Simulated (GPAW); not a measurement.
The system is Zn.

```
CELL_PARAMETERS angstrom
0.00000 1.96478 1.96478
1.96478 0.00000 1.96478
1.96478 1.96478 0.00000
ATOMIC_POSITIONS crystal
Zn 0.00000 0.00000 0.00000
```

This isn't the form of Zn at room conditions, which is hcp.

* Program: GPAW 26.7.0
* Task: relaxation of cell and atoms
* Functional: PBEsol
* Potentials or basis: PAW data sets generated in the run's folder for this functional
* Cutoff: 600 eV
* Basis: pw
* k mesh: 12 × 12 × 12
* Occupations: fermi-dirac, width 0.05 eV
* Spin: no spin polarisation

At the start: pressure -5.4 GPa; volume 15.17 Å³/atom.

Problem. How do energy, volume and symmetry change on relaxing?

Solution. Over 4 steps the energy falls by 20.2 meV/atom and the volume is 14.08 Å³/atom (-7.2 %); space group Fm-3m (No. 225, to 0.05 Å).

Step by step:
| step | energy change (eV) | largest force (eV/Å) | pressure (GPa) | volume (Å³) |
| --- | --- | --- | --- | --- |
| 1 | 0.0000 | 0.0000 | -5.39 | 15.17 |
| 2 | -0.0098 | 0.0000 | -4.05 | 14.84 |
| 3 | -0.0200 | 0.0000 | 0.65 | 13.97 |
| 4 | -0.0202 | 0.0000 | -0.06 | 14.08 |

Final structure:
```
Zn
1.0
     0.00000    1.91649    1.91649
     1.91649    0.00000    1.91649
     1.91649    1.91649    0.00000
Zn
1
Direct
  0.00000 0.00000 0.00000
```

Caveat: later steps reuse the first step's grids.
